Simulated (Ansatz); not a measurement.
Ga, DFT, PBE, PAW with Ansatz's default frozen-core files, scalar-relativistic (Ansatz 0.2.0), run on 1 thread of Intel(R) Xeon(R) Platinum 8375C CPU @ 2.90GHz (Ice Lake) on a shared host.

Structure: COD 9012485, as refined from experiment and not relaxed. The listed cell was then made from it by scaling, straining or moving an atom.

Command: `ansatz run input.yaml --threads 1 --pin off --max-ram 3072MiB --backend cpu --events-out ev --progress --plain --runs-dir out`

```yaml
crystal:
  lattice:
    - [1.479, -4.1463, 0.0]
    - [1.479, 4.1463, 0.0]
    - [0.0, 0.0, 3.17]
  atoms:
    - { symbol: Ga, position: [0.867, 0.133, 0.25] }
    - { symbol: Ga, position: [0.133, 0.867, 0.75] }
kpoints:
  mp_grid: { grid: [12, 12, 10] }
scf:
  occupations: { method: fermi_dirac, width: 0.08 }
hamiltonian:
  xc: pbe
  pseudopotentials: { kind: paw }
output:
  forces: true
  stress: true
  eigenvalues: true
  efg: { contact_densities: true }
```

(1) How large is the problem that the program sets up?

(2) Estimate the wall time and the peak memory.

(3) And the same cell and mesh by all-electron PAW (datasets made for this crystal), asked for forces, stress, eigenvalues, efg, on the same hardware?

## Answers

(1) 258 irreducible k-points, 767 plane waves at Γ, 17 bands.

(2) 11 s of wall time for 6 SCF iterations, with a peak of 0.48 GiB. Times on shared machines scatter by tens of per cent.

(3) 45 s, peak memory 0.64 GiB.
